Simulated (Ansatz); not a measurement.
# ZnS (Wurtzite-2H) (P6_3mc) in Ansatz: convergence with smearing width

Aim: find how far smearing width must go before the results for ZnS (Wurtzite-2H) settle, at PBE. This setting moves, with any that are tied to it; all else stays.

Everything below comes from runs of Ansatz 0.2.0. Logs are shortened: lines on timing, memory, paths and dates and some standing lists are left out, and cuts for length are marked.

## Step 1: Starting point

The structure is hexagonal, space group P6_3mc (No. 186). Conventional cell: a = 3.811 Å, b = 3.811 Å, c = 6.234 Å, α = 90.00°, β = 90.00°, γ = 120.00°. Around Zn (site symmetry 3m) lie 4 S at 2.31 to 2.40 Å. S (site symmetry 3m) has 4 Zn at 2.31 to 2.40 Å as nearest neighbours.

## Step 2: With smearing width 0.3 eV

Contents of input.yaml:

```yaml
crystal:
  lattice:
    - [3.811, 0.0, 0.0]
    - [-1.9055, 3.3004228138, 0.0]
    - [0.0, 0.0, 6.234]
  atoms:
    - { symbol: Zn, position: [0.6666666667, 0.3333333333, 0.5] }
    - { symbol: Zn, position: [0.3333333333, 0.6666666667, 0.0] }
    - { symbol: S, position: [0.6666666667, 0.3333333333, 0.885] }
    - { symbol: S, position: [0.3333333333, 0.6666666667, 0.385] }
hamiltonian:
  xc: pbe
  pseudopotentials: { kind: paw }
kpoints:
  mp_grid: { grid: [7, 7, 4] }
scf:
  occupations: { method: methfessel_paxton, width: 0.3 }
output:
  forces: true
  stress: true
  eigenvalues: true
```

Potentials or basis: Ansatz PAW.

Launch:

```sh
> ansatz run input.yaml --threads 2 --pin off --max-ram 5632MiB --backend cpu --events-out ev --progress --plain --runs-dir out
```

It took 4.2 s on 2 threads of Intel Xeon at 2.50GHz (Skylake/Cascade Lake), shared host; peak memory 0.34 GiB.

Results:

| Item | Value |
| --- | --- |
| Free energy | -8445.4197 eV |
| Pressure | 2.3 GPa |
| Largest force | 0.320 eV/Å |
| Band gap on the k mesh | 2.25 eV, direct |

## Step 3: With smearing width 0.2 eV

input.yaml: that of step 2 with these lines changed.

```diff
@@ -16,3 +16,3 @@
 scf:
-  occupations: { method: methfessel_paxton, width: 0.3 }
+  occupations: { method: methfessel_paxton, width: 0.2 }
 output:
```

Potentials or basis: Ansatz PAW.

Launch:

```sh
> ansatz run input.yaml --threads 2 --pin off --max-ram 5632MiB --backend cpu --events-out ev --progress --plain --runs-dir out
```

Run time: 4.4 s. Hardware: 2 threads of Intel Xeon at 2.50GHz (Skylake/Cascade Lake), shared host; peak memory 0.34 GiB.

Results:

| Item | Value |
| --- | --- |
| Free energy | -8445.4197 eV |
| Pressure | 2.3 GPa |
| Largest force | 0.320 eV/Å |
| Band gap on the k mesh | 2.25 eV, direct |

## Step 4: With smearing width 0.15 eV

input.yaml: that of step 3 with these lines changed.

```diff
@@ -16,3 +16,3 @@
 scf:
-  occupations: { method: methfessel_paxton, width: 0.2 }
+  occupations: { method: methfessel_paxton, width: 0.15 }
 output:
```

Launch:

```sh
> ansatz run input.yaml --threads 2 --pin off --max-ram 5632MiB --backend cpu --events-out ev --progress --plain --runs-dir out
```

It took 4.4 s on 2 threads of Intel Xeon at 2.50GHz (Skylake/Cascade Lake), shared host; peak memory 0.34 GiB.

What came out:

```
Free energy            : -8445.4197 eV
Pressure               : 2.3 GPa
Largest force          : 0.320 eV/Å
Band gap on the k mesh : 2.25 eV, direct
```

## Step 5: With smearing width 0.1 eV

input.yaml: that of step 4 with these lines changed.

```diff
@@ -16,3 +16,3 @@
 scf:
-  occupations: { method: methfessel_paxton, width: 0.15 }
+  occupations: { method: methfessel_paxton, width: 0.1 }
 output:
```

Launch:

```sh
> ansatz run input.yaml --threads 2 --pin off --max-ram 5632MiB --backend cpu --events-out ev --progress --plain --runs-dir out
```

Run time: 4.8 s. Hardware: 2 threads of Intel Xeon at 2.50GHz (Skylake/Cascade Lake), shared host; peak memory 0.34 GiB.

Results:

* Free energy: -8445.4197 eV
* Pressure: 2.3 GPa
* Largest force: 0.320 eV/Å
* Band gap on the k mesh: 2.25 eV, direct

## Step 6: With smearing width 0.05 eV

input.yaml: that of step 5 with these lines changed.

```diff
@@ -16,3 +16,3 @@
 scf:
-  occupations: { method: methfessel_paxton, width: 0.1 }
+  occupations: { method: methfessel_paxton, width: 0.05 }
 output:
```

Potentials or basis: Ansatz PAW.

Launch:

```sh
> ansatz run input.yaml --threads 2 --pin off --max-ram 5632MiB --backend cpu --events-out ev --progress --plain --runs-dir out
```

Run time: 4.3 s. Hardware: 2 threads of Intel Xeon at 2.50GHz (Skylake/Cascade Lake), shared host; peak memory 0.34 GiB.

It converged, with:

```
Free energy            : -8445.4197 eV
Pressure               : 2.3 GPa
Largest force          : 0.320 eV/Å
Band gap on the k mesh : 2.25 eV, direct
```

## Step 7: With smearing width 0.025 eV

input.yaml: that of step 6 with these lines changed.

```diff
@@ -16,3 +16,3 @@
 scf:
-  occupations: { method: methfessel_paxton, width: 0.05 }
+  occupations: { method: methfessel_paxton, width: 0.025 }
 output:
```

Launch:

```sh
> ansatz run input.yaml --threads 2 --pin off --max-ram 5632MiB --backend cpu --events-out ev --progress --plain --runs-dir out
```

It took 4.3 s on 2 threads of Intel Xeon at 2.50GHz (Skylake/Cascade Lake), shared host; peak memory 0.34 GiB.

Results (log left out):

- Free energy: -8445.4197 eV
- Pressure: 2.3 GPa
- Largest force: 0.320 eV/Å
- Band gap on the k mesh: 2.25 eV, direct

## Step 8: With smearing width 0.01 eV

input.yaml: that of step 7 with these lines changed.

```diff
@@ -16,3 +16,3 @@
 scf:
-  occupations: { method: methfessel_paxton, width: 0.025 }
+  occupations: { method: methfessel_paxton, width: 0.01 }
 output:
```

Launch:

```sh
> ansatz run input.yaml --threads 2 --pin off --max-ram 5632MiB --backend cpu --events-out ev --progress --plain --runs-dir out
```

Wall time 4.2 s (2 threads of Intel Xeon at 2.50GHz (Skylake/Cascade Lake), shared host); peak memory 0.34 GiB.

Results (log left out):

| Quantity | Value |
| --- | --- |
| Free energy | -8445.4197 eV |
| Pressure | 2.3 GPa |
| Largest force | 0.320 eV/Å |
| Band gap on the k mesh | 2.25 eV, direct |

## Step 9: With smearing width 0.005 eV

input.yaml: that of step 8 with these lines changed.

```diff
@@ -16,3 +16,3 @@
 scf:
-  occupations: { method: methfessel_paxton, width: 0.01 }
+  occupations: { method: methfessel_paxton, width: 0.005 }
 output:
```

Potentials or basis: Ansatz PAW.

Launch:

```sh
> ansatz run input.yaml --threads 2 --pin off --max-ram 5632MiB --backend cpu --events-out ev --progress --plain --runs-dir out
```

The log of the run:

```text
Warning: RAYON_NUM_THREADS=2 ignored (pool sized by the plan → 2); use --threads N
Engine: ansatz 0.2.0, x86_64-unknown-linux-gnu
Pseudopotentials: kind: paw
Pseudopotential: Zn, paw, valence charge 12, recommended cutoff 420 eV (normal), Zn.paw.azcp
Pseudopotential: S, paw, valence charge 6, recommended cutoff 420 eV (normal), S.paw.azcp
Functional definition: PBE
  parameter kappa = 0.804
  parameter beta = 0.06672455060314922
  exchange = pbe_x(kappa = kappa, mu = beta*pi^2/3)
  correlation = pbe_c(beta = beta)
Crystal: 4 atoms, lattice volume = 78.411 Å³
Basis set: ecut = 420 eV, 1521 PW (Γ), exchange–correlation on 54×54×90 points (8 copies of the dense FFT grid, shifted against one another)
Bands: 22, of which v1, the nominal top of the filled ones, is band 18 counted from 1 (17 counted from 0)
Symmetry: 12 space group operations
Space group: P63mc (ITA 186), of the structure as read, at distance tolerance 4.3e-5 Å
k-points: 24 of 196 (time reversal used)
Non-local potential: Zn, projectors of the file, l = 0: 2, l = 1: 2, l = 2: 3, l = 3: 1
Non-local potential: S, projectors of the file, l = 0: 2, l = 1: 2, l = 2: 2
PAW form: soft (Blöchl's): semilocal exchange-correlation on the pseudo side does not see the compensation charge
PAW one-centre angular grid: Zn, 590 points (default); XC on 64 Gauss nodes
PAW one-centre angular grid: S, 110 points (default); XC on 64 Gauss nodes
Initial density: superposition of atomic densities (neutral atoms: chi_scale 0, normalization atom), corrected by the library's trained network
Initial wavefunctions: pseudopotential atomic-orbital guess
Functional: x = pbe(κ = 0.804, μ = 0.2195149727645171), c = pbe(β = 0.06672455060314922)
SCF iter   1: F=—  HF=-8445.419383 eV  |F-HF|=—  |Δ(HF+E_count)|=         —  Δρ=4.97e-4  dr2=1.62e-4  ethr=1.77e-3  ⟨swp⟩=6.4  Hψ=2642  notcnv=0
preconditioner: auto → Resta (q_TF=auto, 2.396 Å⁻¹)  ε∞=6.6  [insulator: Δε(μ)=2.242 eV  Ē_g=10.669 eV  σ=0.005 eV  W_gap=1.00  n_scr=22 (ndim 8)  ℏωp=25.2 eV  f_vac=0.040  D(μ)=0.00/eV (n_scr^D=0)  ε∞_Penn≈6.6]
SCF iter   2: F=—  HF=-8445.419684 eV  |F-HF|=—  |Δ(HF+E_count)|=   3.01e-4  S|Δr|=    0.00e0  Δρ=4.20e-4  dr2=1.09e-4  ethr=4.51e-7  ⟨swp⟩=2.7  Hψ=1353  notcnv=0
SCF iter   3: F=—  HF=-8445.419766 eV  |F-HF|=—  |Δ(HF+E_count)|=   8.20e-5  S|Δr|=    0.00e0  Δρ=1.30e-4  dr2=1.06e-5  ethr=3.03e-7  ⟨swp⟩=2.0  Hψ=1013  notcnv=0
SCF iter   4: F=—  HF=-8445.419712 eV  |F-HF|=—  |Δ(HF+E_count)|=   5.44e-5  S|Δr|=    0.00e0  Δρ=7.60e-5  dr2=5.14e-6  ethr=2.95e-8  ⟨swp⟩=2.0  Hψ=989  notcnv=0
SCF iter   5: F=—  HF=-8445.419711 eV  |F-HF|=—  |Δ(HF+E_count)|=   7.61e-7  S|Δr|=    0.00e0  Δρ=2.98e-5  dr2=5.93e-7  ethr=1.43e-8  ⟨swp⟩=2.0  Hψ=863  notcnv=0
SCF iter   6: F=-8445.419711 eV  HF=-8445.419711 eV  |F-HF|=5.82e-9  |Δ(HF+E_count)|=   3.18e-7  S|Δr|=    0.00e0  Δρ=1.20e-5  dr2=8.71e-8  ethr=2.78e-10  ⟨swp⟩=2.8  Hψ=2124  notcnv=0
SCF 1 converged in 6 iterations: F = -8445.419711 eV  dr2 = 8.71e-8
SCF converged after 6 iterations
Stability not checked: this state was not tested for a lower state beside it, because cold or Methfessel-Paxton smearing, or corrected tetrahedra, fill the levels in a way that the test cannot read (fill_not_monotonic; see scf.lower_state_search)
Free energy (F): -8445.419711 eV
Harris-Foulkes:  -8445.419711 eV  (|F-HF|=5.82e-9)
Internal energy: -8445.419711 eV  (E = F + TS)
E sigma→0 (E₀):  -8445.419711 eV
Fermi energy:    6.990097 eV
Step filling:    the computed levels leave a gap of 2.2475 eV = 449.5 smearing widths at the electron count; against every level under it full and every level over it empty, smearing changes F+E_penalty+E_count by +0.00e0 meV and its σ→0 estimate by +0.00e0 meV
--- Per-component energies (eV) ---
  E_band       = 12.314049
  E_kinetic    = 477.248137
  E_local      = -4081.379640  (includes V_loc(G=0)·N_el)
  E_nonlocal   = 1285.435650
  E_hartree    = 1707.477410
  E_xc         = -469.098547
  E_vxc        = -279.504157  (∫ρ·V_xc dr)
  E_paw        = -4856.938558  (= ΣΔE_a)
  E_vpaw       = -804.434496  (= ΣTr[D̂ρ^β])
  E_aug_tail   = -0.000743  (compensation charges beyond the density's cutoff)
  E_ewald      = -2508.163419
  E_smearing   = -0.000000  (= −TS)
  E_closure    = 0.000000  (closes the sum)
  Σ components = -8445.419711   (vs F -8445.419711, Δ=0.00e0)
--- Forces (eV/Å), atoms counted from 1 ---
  atom   1  Zn     0.00000000     0.00000000     0.31975700
  atom   2  Zn     0.00000000    -0.00000000     0.31975700
  atom   3  S      0.00000000     0.00000000    -0.31976772
  atom   4  S      0.00000000    -0.00000000    -0.31976772
  max |Σ_I F_I| component: 2.14e-5 eV/Å
--- Stress (GPa, compression-positive) ---
        3.012277       0.000000       0.000000
        0.000000       3.012277       0.000000
        0.000000       0.000000       0.976011
  P = ⅓ Tr σ = 2.3335 GPa (23.335 kbar)
--- Band table (eV; the first three rows and the last of 24) ---
  k-point 0: bands = ["-7.3302", "-6.4060", "-0.4999", "-0.4999", "-0.4353", "-0.4353", "-0.4265", "-0.0180", "-0.0180", "0.0620", "0.0620", "0.2205", "0.7009", "5.0091", "5.0091", "5.8555", "5.8555", "5.8663", "8.1139", "8.8582", "12.1425", "12.1425"]
  k-point 1: bands = ["-7.2127", "-6.5629", "-0.4938", "-0.4938", "-0.4483", "-0.4483", "-0.4323", "-0.1858", "-0.0035", "-0.0035", "0.0530", "0.0530", "1.6042", "4.7816", "5.1244", "5.1244", "5.7219", "5.7219", "8.9907", "9.0230", "12.1082", "12.2298"]
  k-point 2: bands = ["-6.9071", "-6.9071", "-0.4744", "-0.4744", "-0.4744", "-0.4744", "-0.3985", "-0.3985", "0.0274", "0.0274", "0.0274", "0.0274", "3.1081", "3.1081", "5.4142", "5.4142", "5.4142", "5.4142", "9.3742", "9.3742", "12.5692", "12.5692"]
  k-point 23: bands = ["-6.1619", "-6.1619", "-0.3444", "-0.3444", "-0.2790", "-0.2790", "-0.1621", "-0.1621", "0.0012", "0.0012", "0.2922", "0.2922", "1.1816", "1.1816", "2.9511", "2.9511", "4.5752", "4.5752", "10.3725", "10.3725", "12.3300", "12.3300"]
```

Wall time 3.9 s (2 threads of Intel Xeon at 2.50GHz (Skylake/Cascade Lake), shared host); peak memory 0.34 GiB.

What came out:

```
Free energy            : -8445.4197 eV
Pressure               : 2.3 GPa
Largest force          : 0.320 eV/Å
Band gap on the k mesh : 2.25 eV, direct
```

## Step 10: Summary

| smearing width | energy less the tightest run, at zero smearing (meV/atom) | SCF cycles | CPU time (s) | peak memory (GiB) |
| --- | --- | --- | --- | --- |
| 0.3 eV | 0.00 | 6 | 6.7 | 0.34 |
| 0.2 eV | 0.00 | 6 | 6.7 | 0.34 |
| 0.15 eV | 0.00 | 6 | 6.7 | 0.34 |
| 0.1 eV | 0.00 | 6 | 6.9 | 0.34 |
| 0.05 eV | 0.00 | 6 | 6.8 | 0.34 |
| 0.025 eV | 0.00 | 6 | 6.7 | 0.34 |
| 0.01 eV | 0.00 | 6 | 6.7 | 0.34 |
| 0.005 eV | 0.00 | 6 | 6.8 | 0.34 |

Against the tightest run, the energy stays within 1 meV/atom from 0.3 eV on. The tightest run that finished is the yardstick and may itself not be fully converged.

Caveats: odd divisions of the mesh miss points on the zone boundary, where band edges often lie, so the gap on the mesh can be too wide.
